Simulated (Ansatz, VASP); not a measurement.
**Two plane-wave programs on Al2O3**

File INCAR:

```
PREC = Accurate
ENCUT = 520
EDIFF = 1E-7
ISMEAR = -1
SIGMA = 0.05
LREAL = False
LASPH = True
NELM = 60
ALGO = Normal
ISIF = 2
LWAVE = False
LCHARG = False
GGA = PS
NBANDS = 20
```

KPOINTS

```
Automatic mesh
0
Gamma
  11 11 3
```

The input POSCAR:

```
Al2O3
1.0
    2.8843249483      0.0000000000      0.0000000000
   -1.4421624742      2.4978986780      0.0000000000
    0.0000000000      0.0000000000      9.3367544600
Al O
2 3
Direct
    0.0000000000      0.0000000000      0.8500076700
    0.0000000000      0.0000000000      0.1499923300
    0.3333333333      0.6666666667      0.7776830800
    0.6666666667      0.3333333333      0.0000000000
    0.3333333333      0.6666666667      0.2223169200
```

Contents of input.yaml:

```yaml
crystal:
  lattice:
    - [2.8843249483, 0.0, 0.0]
    - [-1.4421624742, 2.497898678, 0.0]
    - [0.0, 0.0, 9.33675446]
  atoms:
    - { symbol: Al, position: [0.0, 0.0, 0.85000767] }
    - { symbol: Al, position: [0.0, 0.0, 0.14999233] }
    - { symbol: O, position: [0.3333333333, 0.6666666667, 0.77768308] }
    - { symbol: O, position: [0.6666666667, 0.3333333333, 0.0] }
    - { symbol: O, position: [0.3333333333, 0.6666666667, 0.22231692] }
hamiltonian:
  xc: pbesol
  pseudopotentials: { kind: paw }
kpoints:
  mp_grid: { grid: [11, 11, 3] }
  band_path:
    path:
      - [[0.0, 0.0, 0.0], [0.5, 0.0, 0.0], [0.3333333333, 0.3333333333, 0.0], [0.0, 0.0, 0.0], [0.0, 0.0, 0.5], [0.5, 0.0, 0.5], [0.3333333333, 0.3333333333, 0.5], [0.0, 0.0, 0.5]]
      - [[0.5, 0.0, 0.5], [0.5, 0.0, 0.0]]
      - [[0.3333333333, 0.3333333333, 0.0], [0.3333333333, 0.3333333333, 0.5]]
    npoints: 14
scf:
  occupations: { method: fermi_dirac, width: 0.05 }
  n_extra_bands: 12
output:
  forces: true
  stress: true
  eigenvalues: true
  fatbands: true
  write_density: true
  write_potential: true
  elf: true
  volumetric_format: npy
```

Measurements of this composition are mostly on another form, of space group No. 167.

Alike in both runs: functional PBEsol; k mesh 11 × 11 × 3; occupations fermi-dirac, width 0.05 eV; no spin polarisation.

|  | VASP | Ansatz |
| --- | --- | --- |
| version | VASP 6.6.1 | Ansatz 0.2.0 |
| potentials or method | VASP PAW PBE potentials, release 64 (Al, O) | Ansatz PAW |
| plane-wave cutoff (eV) | 520 | 420 |
| valence electrons in the cell | 24 | 24 |
| task | single point | band structure |

|  | VASP | Ansatz | Ansatz less VASP |
| --- | --- | --- | --- |
| gap on the k mesh at the Fermi level (eV) | 4.74 | 4.75 | +0.015 |
| least direct gap on the mesh (eV) | 4.98 | 5.00 | +0.012 |
| pressure (GPa) | -2.8 | -2.9 | -0.17 |
| largest component of the traceless stress (GPa) | 0.57 | 0.89 | +0.315 |
| rms of the force components (eV/Å) | 0.061 | 0.063 | +0.0015 |

Atom by atom the forces differ by 0.013 eV/Å (rms over components). With one functional, cell and mesh, what is left measures potentials, basis and numerics.

Caveats: the PAW data sets were made with another functional, which shifts forces and pressure a little (VASP); an odd mesh through Γ misses points on the zone boundary, where band edges often lie (VASP); the pressure holds a Pulay correction of +0.6 GPa for the finite cutoff (Ansatz); the PAW data sets come from PBE, with cores solved anew for the run's functional, which leaves a small shift of forces and pressure (Ansatz). PBEsol gaps usually lie below the measured ones, often by a third to a half.
